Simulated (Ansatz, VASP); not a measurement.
# GaP: VASP beside Ansatz

INCAR

```
PREC = Accurate
ENCUT = 520
EDIFF = 1E-6
ISMEAR = 0
SIGMA = 0.05
LREAL = F
LASPH = T
NELM = 80
ALGO = Normal
ISIF = 2
LWAVE = F
LCHARG = T
GGA = CA
LELF = T
LVHAR = T
NBANDS = 16
```

The input KPOINTS:

```
Automatic mesh
0
Gamma
  8 8 8
```

File POSCAR:

```
GaP
1.0
    0.0000000000      2.7134308475      2.7134308475
    2.7134308475      0.0000000000      2.7134308475
    2.7134308475      2.7134308475      0.0000000000
Ga P
1 1
Direct
    0.0000000000      0.0000000000      0.0000000000
    0.7500000000      0.7500000000      0.7500000000
```

Input for Ansatz:

```yaml
crystal:
  lattice:
    - [0.0, 2.7134308475, 2.7134308475]
    - [2.7134308475, 0.0, 2.7134308475]
    - [2.7134308475, 2.7134308475, 0.0]
  atoms:
    - { symbol: Ga, position: [0.0, 0.0, 0.0] }
    - { symbol: P, position: [0.75, 0.75, 0.75] }
basis:
  ecutwfc: 420
  ecutrho_ratio: 4
kpoints:
  mp_grid: { grid: [8, 8, 8] }
hamiltonian:
  xc: lda
scf:
  occupations: { method: gaussian, width: 0.05 }
output:
  forces: true
  stress: true
  eigenvalues: true
```

Alike in both runs: task single point; functional LDA; k mesh 8 × 8 × 8; occupations gaussian, width 0.05 eV; no spin polarisation.

|  | VASP | Ansatz |
| --- | --- | --- |
| version | VASP 6.6.1 | Ansatz 0.2.0 |
| potentials or method | VASP PAW LDA potentials, release 64 (Ga_d, P) | scalar-relativistic, plane waves, PAW |
| plane-wave cutoff (eV) | 520 | 420 |
| valence electrons in the cell | 18 | 18 |

```csv
,VASP,Ansatz,Ansatz less VASP
gap on the k mesh at the Fermi level (eV),1.47,1.47,+0.001
least direct gap on the mesh (eV),1.75,1.72,-0.028
pressure (GPa),-1.6,-1.7,-0.08
```

A k mesh can miss the band edges. As with any semilocal functional, this LDA gap is likely too small.
